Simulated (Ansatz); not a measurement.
GeO2 (space group P3_221)

```yaml
crystal:
  lattice:
    - [4.98915, 0.00000, 0.00000]
    - [-2.49458, 4.32073, 0.00000]
    - [0.00000, 0.00000, 5.69214]
  atoms:
    - { symbol: Ge, position: [0.54890, 0.54890, 0.50000] }
    - { symbol: Ge, position: [0.45110, 0.00000, 0.16667] }
    - { symbol: Ge, position: [0.00000, 0.45110, 0.83333] }
    - { symbol: O, position: [0.30482, 0.39412, 0.74569] }
    - { symbol: O, position: [0.60588, 0.91070, 0.41236] }
    - { symbol: O, position: [0.08930, 0.69518, 0.07903] }
    - { symbol: O, position: [0.39412, 0.30482, 0.25431] }
    - { symbol: O, position: [0.91070, 0.60588, 0.58764] }
    - { symbol: O, position: [0.69518, 0.08930, 0.92097] }
```

The slice is a (0001) plane (indices of the conventional cell) through the point (0.000, 0.451, 0.833) (fractional), spanned by u = [110] and v = [1 -1 0] in vectors of this cell: u (4.99 Å) and v (8.64 Å, at 90° to u). It covers one period; positions are fractions (u, v).

Calculation: PBEsol (plane waves to 420 eV, PAW, scalar-relativistic; Ansatz, a quantum-chemistry and plane-wave program). k mesh 8×8×6. Near the nuclei the fields are pseudised (PAW); where an atom keeps semicore shells as valence, they peak there. GeO2 was relaxed with its symmetry unable to fall.

Question: Predict the map of the valence electron density on the slice.

Answer: 
```
v \ u  0.00  0.17  0.33  0.50  0.67  0.83
-----  ----  ----  ----  ----  ----  ----
0.88   -0.6  -0.9  -1.5  -1.5  -1.2  -1.0
0.75   -1.7  -1.8  -1.7  -0.6  -0.2  -1.1
0.62   -1.1  -0.5  -0.8  -0.2   0.1  -1.0
0.50   -0.6   0.4  -0.1   1.8  -0.3  -1.3
0.38   -1.5  -1.2  -1.0  -0.6  -0.9  -1.5
0.25   -0.6  -0.2  -1.1  -1.7  -1.8  -1.7
0.12   -0.2   0.1  -1.0  -1.1  -0.5  -0.8
0.00    1.8  -0.3  -1.3  -0.6   0.4  -0.1
```

Values: log₁₀ of the valence density in e/Å³. The scale is logarithmic, as a density can span decades between atoms and voids.
